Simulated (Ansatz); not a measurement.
## Ag under changes of volume

One of the cells (17.048 Å³/atom); the others are scaled copies at fixed shape and fractional positions:

```xyz
1
Lattice="0.0000 2.0427 2.0427 2.0427 0.0000 2.0427 2.0427 2.0427 0.0000" Properties=species:S:1:pos:R:3 pbc="T T T"
Ag    0.0000    0.0000    0.0000
```

```yaml
Program: Ansatz 0.2.0
Functional: revPBE
Potentials_or_basis: Ansatz PAW
Cutoff: "420 eV (not typed: the program's choice for these potentials)"
k_mesh: 11 × 11 × 11
Occupations: fermi-dirac, width 0.05 eV
Spin: no spin polarisation
```

```csv
volume (Å³/atom),energy over the lowest point (meV/atom),pressure (GPa)
16.025,?,?
16.366,68.73,12.9
16.707,44.67,9.9
17.048,26.49,7.4
17.389,13.40,5.1
17.730,4.77,3.2
18.071,0.00,1.5
```

Problem. What does the run at 16.025 Å³/atom give?

Solution. Energy over the lowest point 99.45 meV/atom; pressure 16.2 GPa.

Worked out: A Birch-Murnaghan fit of order 3 (a polynomial in V^(-2/3)) to the other rows has its minimum at 18.40 Å³/atom, just outside them, with B0 = V·E''(V) = 74 GPa and B' = 6.8. It gives 99.52 meV/atom at 16.025 Å³/atom, against the run's 99.45, and -dE/dV = 16.2 GPa, against 16.2.

Energies are extrapolated to zero smearing.

Caveats: the PAW data sets come from PBE, with cores solved anew for the run's functional, which leaves a small shift of forces and pressure.
